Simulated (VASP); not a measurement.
# ZrB (Pm-3m) in VASP: notebook

The runs below take ZrB through relaxation of cell and atoms, single point, with r2SCAN.

Program: VASP 6.6.1. These are calculated values, not measurements. Logs are shortened: lines on timing, memory, paths and dates and some standing lists are left out, and cuts for length are marked.

**1. Starting point**

The structure is cubic, space group Pm-3m (No. 221). Conventional cell: a = 2.943 Å, b = 2.943 Å, c = 2.943 Å, α = 90.00°, β = 90.00°, γ = 90.00°. Around Zr (site symmetry m-3m) lie 8 B at 2.55 Å. Around B (site symmetry m-3m) lie 8 Zr at 2.55 Å.

The cell was built by a generator and needn't be a form met in nature.

**2. Relaxation of cell and atoms, r2SCAN**

File POSCAR:

```
ZrB
1.0
    2.9432651143      0.0000000000      0.0000000000
    0.0000000000      2.9432651143      0.0000000000
    0.0000000000      0.0000000000      2.9432651143
Zr B
1 1
Direct
    0.0000000000      0.0000000000      0.0000000000
    0.5000000000      0.5000000000      0.5000000000
```

File INCAR.step1:

```
SYSTEM = ZrB
PREC = Accurate
ENCUT = 600
ISMEAR = 0
SIGMA = 0.1
LREAL = .False.
LASPH = .True.
NELM = 100
GGA = PE
ALGO = Normal
EDIFF = 1E-4
LWAVE = .True.
LCHARG = .False.
```

File INCAR.step2:

```
SYSTEM = ZrB
PREC = Accurate
ENCUT = 600
EDIFF = 1E-6
ISMEAR = 0
SIGMA = 0.1
LREAL = .False.
LASPH = .True.
NELM = 100
ALGO = Normal
ISIF = 3
LWAVE = .False.
LCHARG = .False.
METAGGA = R2SCAN
LMIXTAU = .True.
IBRION = 2
NSW = 90
EDIFFG = -0.04
ISTART = 1
```

File KPOINTS:

```
regular mesh
0
Gamma
  6 6 6
  0 0 0
```

Potentials or basis: VASP PAW PBE potentials, release 64 (Zr_sv, B).

On the command line:

```sh
> cat potpaw_PBE.64/Zr_sv/POTCAR potpaw_PBE.64/B/POTCAR > POTCAR
> cp INCAR.step1 INCAR
> mpirun -np 1 vasp_std > vasp.out
> cp INCAR.step2 INCAR
> mpirun -np 1 vasp_std > vasp.out
```

OUTCAR:

```text
SYSTEM = ZrB
   PREC = Accurate
   ENCUT = 600
   EDIFF = 1E-6
   ISMEAR = 0
   LREAL = .False.
   LASPH = .True.
   NELM = 100
   ISIF = 3
   METAGGA = R2SCAN
   IBRION = 2
   NSW = 90
   EDIFFG = -0.04
   ISTART = 1

 ion  position               nearest neighbor table
   1  0.000  0.000  0.000-   2 2.55   2 2.55   2 2.55   2 2.55   2 2.55   2 2.55   2 2.55   2 2.55

   2  0.500  0.500  0.500-   1 2.55   1 2.55   1 2.55   1 2.55   1 2.55   1 2.55   1 2.55   1 2.55

  LATTYP: Found a simple cubic cell.
 ALAT       =     2.9432651143

  Lattice vectors:

 A1 = (   2.9432651143,   0.0000000000,   0.0000000000)
 A2 = (   0.0000000000,   2.9432651143,   0.0000000000)
 A3 = (   0.0000000000,   0.0000000000,   2.9432651143)

Analysis of symmetry for initial positions (statically):
=====================================================================
 Subroutine PRICEL returns:
 Original cell was already a primitive cell.

 Routine SETGRP: Setting up the symmetry group for a
 simple cubic supercell.

 Subroutine GETGRP returns: Found 48 space group operations
 (whereof 48 operations were pure point group operations)
 out of a pool of 48 trial point group operations.

The static configuration has the point symmetry O_h .

Analysis of symmetry for dynamics (positions and initial velocities):
=====================================================================
 Subroutine PRICEL returns:
 Original cell was already a primitive cell.

 Routine SETGRP: Setting up the symmetry group for a
 simple cubic supercell.

 Subroutine GETGRP returns: Found 48 space group operations
 (whereof 48 operations were pure point group operations)
 out of a pool of 48 trial point group operations.

The dynamic configuration has the point symmetry O_h .

 Subroutine INISYM returns: Found 48 space group operations
 (whereof 48 operations are pure point group operations),
 and found     1 'primitive' translations

----------------------------------------------------------------------------------------

                                     Primitive cell

  volume of cell :      25.4969

  direct lattice vectors                    reciprocal lattice vectors
     2.943265114  0.000000000  0.000000000     0.339758724  0.000000000  0.000000000
     0.000000000  2.943265114  0.000000000     0.000000000  0.339758724  0.000000000
     0.000000000  0.000000000  2.943265114     0.000000000  0.000000000  0.339758724

  length of vectors
     2.943265114  2.943265114  2.943265114     0.339758724  0.339758724  0.339758724

  position of ions in fractional coordinates (direct lattice)
     0.000000000  0.000000000  0.000000000
     0.500000000  0.500000000  0.500000000

  ion indices of the primitive-cell ions
   primitive index   ion index
                 1           1
                 2           2

----------------------------------------------------------------------------------------

 KPOINTS: regular mesh

Automatic generation of k-mesh.
 Grid dimensions read from file:
 generate k-points for:    6    6    6

 Generating k-lattice:

  Cartesian coordinates                     Fractional coordinates (reciprocal lattice)
     0.056626454  0.000000000  0.000000000     0.166666667  0.000000000  0.000000000
     0.000000000  0.056626454  0.000000000     0.000000000  0.166666667  0.000000000
     0.000000000  0.000000000  0.056626454     0.000000000  0.000000000  0.166666667

  Length of vectors
     0.056626454  0.056626454  0.056626454

  Shift w.r.t. Gamma in fractional coordinates (k-lattice)
     0.000000000  0.000000000  0.000000000

 Subroutine IBZKPT returns following result:
 ===========================================

 Found     20 irreducible k-points:

 Following reciprocal coordinates:
            Coordinates               Weight
  0.000000  0.000000  0.000000      1.000000
  0.166667  0.000000  0.000000      6.000000
  0.333333  0.000000  0.000000      6.000000
  0.500000  0.000000  0.000000      3.000000
  0.166667  0.166667  0.000000     12.000000
  0.333333  0.166667  0.000000     24.000000
[... 12 lines left out ...]
  0.500000  0.500000  0.333333      6.000000
  0.500000  0.500000  0.500000      1.000000
   k-points           NKPTS =     20   k-points in BZ     NKDIM =     20   number of bands    NBANDS=     11
   number of dos      NEDOS =    301   number of ions     NIONS =      2
   total plane-waves  NPLWV =  13824
   dimension x,y,z NGX =    24 NGY =   24 NGZ =   24
   dimension x,y,z NGXF=    48 NGYF=   48 NGZF=   48
   ions per type =               1   1
   NGX,Y,Z   is equivalent  to a cutoff of  13.56, 13.56, 13.56 a.u.
   NGXF,Y,Z  is equivalent  to a cutoff of  27.11, 27.11, 27.11 a.u.
 SYSTEM =  ZrB
   PREC   = accura    normal or accurate (medium, high low for compatibility)
   ISTART =      1    job   : 0-new  1-cont  2-samecut
   ICHARG =      0    charge: 1-file 2-atom 10-const
   ISPIN  =      1    spin polarized calculation?
   LNONCOLLINEAR =      F non collinear calculations
   LSORBIT =      F    spin-orbit coupling
   LASPH  =      T    aspherical Exc in radial PAW
   ENCUT  =  600.0 eV  44.10 Ry    6.64 a.u.   5.88  5.88  5.88*2*pi/ulx,y,z
   NELM   =    100;   NELMIN=  2; NELMDL=  0     # of ELM steps
   EDIFF  = 0.1E-05   stopping-criterion for ELM
   LREAL  =      F    real-space projection
   EDIFFG = -.4E-01   stopping-criterion for IOM
   NSW    =     90    number of steps for IOM
   IBRION =      2    ionic relax: 0-MD 1-quasi-New 2-CG
   NFREE  =      1    steps in history (QN), initial steepest desc. (CG)
   ISIF   =      3    stress and relaxation
   ISYM   =      2    0-nonsym 1-usesym 2-fastsym
   POTIM  = 0.5000    time-step for ionic-motion
   TEBEG  =    0.0;   TEEND  =   0.0 temperature during run
   PSTRESS=    0.0 pullay stress
   NELECT =      15.0000    total number of electrons
   NUPDOWN=      -1.0000    fix difference up-down
   EMIN   =  10.00;   EMAX   =-10.00  energy-range for DOS
   EFERMI =   0.00;   METHOD = LEGACY
   ISMEAR =     0;   SIGMA  =   0.10  broadening in eV -4-tet -1-fermi 0-gaus
   EFERMI_NEDOS =   21; number of points for ismear=-14 and -15
   IALGO  =     38    algorithm
   IMIX   =      4    mixing-type and parameters
     AMIX     =   0.40;   BMIX     =  1.00
     AMIX_MAG =   1.60;   BMIX_MAG =  1.00
  volume/ion in A,a.u.               =      12.75        86.03
  Fermi-wavevector in a.u.,A,eV,Ry     =   1.371753  2.592237 25.602162  1.881706
  Thomas-Fermi vector in A             =   2.497421
   LORBIT       =      0    0 simple, 1 ext, 2 COOP (PROOUT), +10 PAW based schemes
   METAGGA = R2SCAN    functional components
   LHFCALC =     F    Hartree Fock is set to
   AEXX    =    0.0000 exact exchange contribution
   IVDW    =     0    specifies the selected vdW correction
   LEPSILON=     F    determine dielectric tensor
   LRPA    =     F    only Hartree local field effects (RPA)
 conjugate gradient relaxation of ions
 non-spin polarized calculation
 Gauss-broadening in eV      SIGMA  =   0.10
  energy-cutoff  :      600.00
  volume of cell :       25.50
 maximum number of plane-waves:       872
 NGX is ok and might be reduce to    24
   NGX = 11   NGY = 11   NGZ = 11

--------------------------------------- Ionic step        1  -------------------------------------------

 number of electron      15.0000001 magnetization

 Free energy of the ion-electron system (eV)
  ---------------------------------------------------
  ext. energy  EPLUGINS =         0.00000000
  ---------------------------------------------------
  free energy    TOTEN  =       -29.72221323 eV

  energy without entropy =      -29.71304923  energy(sigma->0) =      -29.71763123

 E-fermi :  10.6917     XC(G=0): -13.1585

 val. band max:       10.6321514505   @ k =   0.5000   0.3333   0.0000
 cond. band min:      10.7507246896   @ k =   0.5000   0.1667   0.1667
 fundamental gap:      0.1185732391
 Fermi energy:        10.6917010616

 k-point     1 :       0.0000    0.0000    0.0000
  band No.  band energies     occupation
      1     -39.7152      2.00000
      2     -16.5589      2.00000
      3     -16.5589      2.00000
      4     -16.5589      2.00000
      5      -0.1774      2.00000
      6       8.3121      2.00000
      7       8.3121      2.00000
      8      13.3561      0.00000
      9      13.3561      0.00000
     10      13.3561      0.00000
     11      15.7803      0.00000

 k-point     2 :       0.1667    0.0000    0.0000
  band No.  band energies     occupation
      1     -39.6798      2.00000
      2     -16.8999      2.00000
      3     -16.5265      2.00000
      4     -16.5265      2.00000
      5       0.4346      2.00000
      6       8.2104      2.00000
      7       8.5729      2.00000
      8      12.0873      0.00000
      9      12.0873      0.00000
     10      13.2178      0.00000
     11      15.8993      0.00000
[... 308 lines left out ...]
 POSITION                                       TOTAL-FORCE (eV/Angst)
 -----------------------------------------------------------------------------------
      0.00000      0.00000      0.00000         0.000000      0.000000      0.000000
      1.55854      1.55854      1.55854        -0.000000     -0.000000      0.000000
 -----------------------------------------------------------------------------------
    total drift:                               -0.000000      0.000000      0.000000

  FREE ENERGIE OF THE ION-ELECTRON SYSTEM (eV)
  ---------------------------------------------------
  free  energy   TOTEN  =       -29.7323489002 eV

  energy  without entropy=      -29.7165509074  energy(sigma->0) =      -29.72444990

--------------------------------------- Ionic step        3  -------------------------------------------

 number of electron      14.9999999 magnetization

 Free energy of the ion-electron system (eV)
  ---------------------------------------------------
  ext. energy  EPLUGINS =         0.00000000
  ---------------------------------------------------
  free energy    TOTEN  =       -29.82522347 eV

  energy without entropy =      -29.81302371  energy(sigma->0) =      -29.81912359

 E-fermi :   9.6448     XC(G=0): -12.7026

 val. band max:        9.5705366194   @ k =   0.3333   0.3333   0.3333
 cond. band min:       9.6621391652   @ k =   0.3333   0.0000   0.0000
 fundamental gap:      0.0916025457
 Fermi energy:         9.6448308029

 k-point     1 :       0.0000    0.0000    0.0000
  band No.  band energies     occupation
      1     -40.9337      2.00000
      2     -17.8709      2.00000
      3     -17.8709      2.00000
      4     -17.8709      2.00000
      5      -0.8477      2.00000
      6       7.5446      2.00000
      7       7.5446      2.00000
      8      12.1426      0.00000
      9      12.1426      0.00000
     10      12.1426      0.00000
     11      14.2891      0.00000

 k-point     2 :       0.1667    0.0000    0.0000
  band No.  band energies     occupation
      1     -40.9085      2.00000
      2     -18.1273      2.00000
      3     -17.8469      2.00000
      4     -17.8469      2.00000
      5      -0.2955      2.00000
      6       7.3509      2.00000
      7       7.7797      2.00000
      8      10.9832      0.00000
      9      10.9832      0.00000
     10      11.9910      0.00000
     11      14.3918      0.00000
[... 272 lines left out ...]
 POSITION                                       TOTAL-FORCE (eV/Angst)
 -----------------------------------------------------------------------------------
      0.00000      0.00000      0.00000         0.000000     -0.000000      0.000000
      1.51516      1.51516      1.51516        -0.000000      0.000000      0.000000
 -----------------------------------------------------------------------------------
    total drift:                                0.000000      0.000000      0.000000

  FREE ENERGIE OF THE ION-ELECTRON SYSTEM (eV)
  ---------------------------------------------------
  free  energy   TOTEN  =       -29.8252234739 eV

  energy  without entropy=      -29.8130237083  energy(sigma->0) =      -29.81912359

 reached required accuracy - stopping structural energy minimisation
```

Wall time 29 s (1 thread of Intel Xeon 6975P-C (Granite Rapids), shared host); peak memory 0.15 GiB.

Results:

| Item | Value |
| --- | --- |
| Free energy | -29.8252 eV |
| Relaxed volume | 13.91 Å³/atom |
| Relaxed cell | a = 3.030 Å, b = 3.030 Å, c = 3.030 Å, α = 90.00°, β = 90.00°, γ = 90.00° |
| Space group after relaxing (to 0.05 Å) | Pm-3m (No. 221) |
| Energy gained by relaxing | 51.5 meV/atom |
| Ionic steps | 3 |
| Pressure after relaxing | -0.1 GPa |
| Band gap on the k mesh | none (metal or under the smearing width) |

The path:
| step | energy change (eV) | largest force (eV/Å) | pressure (GPa) | volume (Å³) |
| --- | --- | --- | --- | --- |
| 1 | 0.0000 | 0.0000 | 15.38 | 25.50 |
| 2 | -0.0101 | 0.0000 | -11.22 | 30.29 |
| 3 | -0.1030 | 0.0000 | -0.12 | 27.83 |

Final structure:
```
Zr B
1.0
     3.03032    0.00000    0.00000
     0.00000    3.03032    0.00000
     0.00000    0.00000    3.03032
Zr B
1 1
Direct
  0.00000 0.00000 0.00000
  0.50000 0.50000 0.50000
```

Caveat: the PAW data sets were made with another functional, which shifts forces and pressure a little.

**3. Single point, r2SCAN**

This run uses another cell than the first one, of 13.87 Å³/atom, 1.088 times its volume.

File POSCAR:

```
ZrB
1.0
    3.0271194137      0.0000000000      0.0000000000
    0.0000000000      3.0271194137      0.0000000000
    0.0000000000      0.0000000000      3.0271194137
Zr B
1 1
Direct
    0.0000000000      0.0000000000      0.0000000000
    0.5000000000      0.5000000000      0.5000000000
```

File INCAR.step1:

```
PREC = Accurate
ENCUT = 520
ISMEAR = 0
SIGMA = 0.1
LREAL = F
LASPH = T
NELM = 100
NBANDS = 14
GGA = PE
ALGO = Normal
EDIFF = 1E-4
LWAVE = T
LCHARG = F
```

File INCAR.step2:

```
PREC = Accurate
ENCUT = 520
EDIFF = 1E-6
ISMEAR = 0
SIGMA = 0.1
LREAL = F
LASPH = T
NELM = 100
ALGO = Normal
ISIF = 2
LWAVE = F
LCHARG = F
METAGGA = R2SCAN
LMIXTAU = T
NBANDS = 14
ISTART = 1
```

File KPOINTS:

```
Automatic mesh
0
Gamma
  18 18 18
```

Potentials or basis: VASP PAW PBE potentials, release 64 (Zr_sv, B).

On the command line:

```sh
> cat potpaw_PBE.64/Zr_sv/POTCAR potpaw_PBE.64/B/POTCAR > POTCAR
> cp INCAR.step1 INCAR
> mpirun -np 1 vasp_std > vasp.out
> cp INCAR.step2 INCAR
> mpirun -np 1 vasp_std > vasp.out
```

It took 66 s on 1 thread of Intel Xeon 6975P-C (Granite Rapids), shared host; peak memory 0.21 GiB.

Results (log left out):

- Free energy: -29.8444 eV
- Pressure: 0.0 GPa
- Band gap on the k mesh: none (metal or under the smearing width)

Levels at points of the mesh, in eV from the Fermi level:
```csv
k point,band 3,band 4,band 5,band 6,band 7,band 8,band 9,band 10,band 11,band 12
"(0.00, 0.00, 0.00)",-27.47,-27.47,-10.55,-2.11,-2.11,2.45,2.45,2.45,4.69,4.69
"(0.50, 0.00, 0.00)",-27.37,-27.37,-7.03,-5.78,-1.00,-0.50,-0.50,5.13,6.13,8.77
"(0.50, 0.50, 0.00)",-28.28,-27.28,-7.85,-2.06,-2.06,-0.98,2.26,2.26,3.69,6.12
"(0.50, 0.50, 0.50)",-28.12,-28.12,-5.08,-5.08,-5.08,-3.62,6.87,6.87,7.95,7.95
```

Caveat: the PAW data sets were made with another functional, which shifts forces and pressure a little.
